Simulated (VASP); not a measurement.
**GaAs (NiAs): gaps by functional in VASP**

```
CELL_PARAMETERS angstrom
3.73217 0.00000 0.00000
-1.86608 3.23215 0.00000
0.00000 0.00000 6.33279
ATOMIC_POSITIONS crystal
Ga 0.00000 0.00000 0.00000
Ga 0.00000 0.00000 0.50000
As 0.33333 0.66667 0.25000
As 0.66667 0.33333 0.75000
```

All runs share this cell. Band v is the last that the valence electrons fill when counted band by band, and c is the next. A negative gap between them is a band overlap, as in a metal.

```json
{"level": "PBE", "gap (eV)": "-3.70", "least direct gap (eV)": "0.00", "pressure (GPa)": "3.0"}
{"level": "LDA", "gap (eV)": "-3.69", "least direct gap (eV)": "0.00", "pressure (GPa)": "-2.8"}
{"level": "PBEsol", "gap (eV)": "-3.72", "least direct gap (eV)": "0.00", "pressure (GPa)": "-0.8"}
```
